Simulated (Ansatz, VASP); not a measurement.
# BeTe: VASP beside Ansatz

INCAR

```
PREC = Accurate
ENCUT = 520
EDIFF = 1E-7
ISMEAR = 0
SIGMA = 0.05
LREAL = F
LASPH = T
NELM = 60
ALGO = Normal
ISIF = 2
LWAVE = F
LCHARG = T
GGA = PE
LELF = T
LVHAR = T
NBANDS = 11
```

The input KPOINTS:

```
regular mesh
0
Gamma
  10 10 10
```

Contents of POSCAR:

```
BeTe
1.0
    0.0000000000      2.8134736519      2.8134736519
    2.8134736519      0.0000000000      2.8134736519
    2.8134736519      2.8134736519      0.0000000000
Be Te
1 1
Direct
    0.0000000000      0.0000000000      0.0000000000
    0.7500000000      0.7500000000      0.7500000000
```

Input for Ansatz:

```yaml
crystal:
  lattice:
    - [0.0, 2.81347366, 2.81347366]
    - [2.81347366, 0.0, 2.81347366]
    - [2.81347366, 2.81347366, 0.0]
  atoms:
    - { symbol: Be, position: [0.0, 0.0, 0.0] }
    - { symbol: Te, position: [0.75, 0.75, 0.75] }
basis:
  ecutwfc: 420
  ecutrho_ratio: 4
kpoints:
  mp_grid: { grid: [10, 10, 10] }
hamiltonian:
  xc: pbe
scf:
  occupations: { method: gaussian, width: 0.05 }
output:
  forces: true
  stress: true
  eigenvalues: true
```

Alike in both runs: task single point; functional PBE; k mesh 10 × 10 × 10; occupations gaussian, width 0.05 eV; no spin polarisation.

|  | VASP | Ansatz |
| --- | --- | --- |
| version | VASP 6.6.1 | Ansatz 0.2.0 |
| potentials or method | VASP PAW PBE potentials, release 64 (Be, Te) | scalar-relativistic, plane waves, PAW |
| plane-wave cutoff (eV) | 520 | 420 |
| valence electrons in the cell | 8 | 18 |

```tsv
	VASP	Ansatz	Ansatz less VASP
gap on the k mesh at the Fermi level (eV)	1.97	1.98	+0.015
least direct gap on the mesh (eV)	3.61	3.63	+0.019
pressure (GPa)	1.3	1.1	-0.15
```

With one functional, cell and mesh, what is left measures potentials, basis and numerics. The two sets of potentials don't hold the same shells in valence.

Caveats: spin-orbit coupling is left out, which moves the levels of the heavy elements. A k mesh can miss the band edges.
